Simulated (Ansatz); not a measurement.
## C, fcc: how the functional moves the structure

All rows: Ansatz, plane waves with scalar-relativistic PAW, 420 eV (500 eV for the SCAN forms), relaxed under each functional, no dispersion correction, no zero-point motion. B₀ comes from uniform scaling at fixed shape; a dash is a value not given.

| functional | V (Å³/atom) | cell | B₀ (GPa) | magnetic state | ΔE to graphite (meV/atom) |
| --- | --- | --- | --- | --- | --- |
| PBE | 7.32 | a = 3.082 Å | 153 | spin not included | 4575 |
| r²SCAN | 7.42 | a = 3.096 Å | 157 | spin not included | 4829 |
| PBEsol | 7.00 | a = 3.036 Å | 173 | spin not included | 4471 |
| LDA | 6.86 | a = 3.016 Å | 178 | spin not included | 4616 |
| revPBE | 7.44 | a = 3.099 Å | 147 | spin not included | 4565 |
| BLYP | 8.22 | a = 3.204 Å | 119 | spin not included | 4776 |

**Question.** What does RPBE give?

**Answer.** V (Å³/atom): 7.48; cell: a = 3.105 Å; B₀ (GPa): 144; magnetic state: spin not included; ΔE to graphite (meV/atom): 4564.
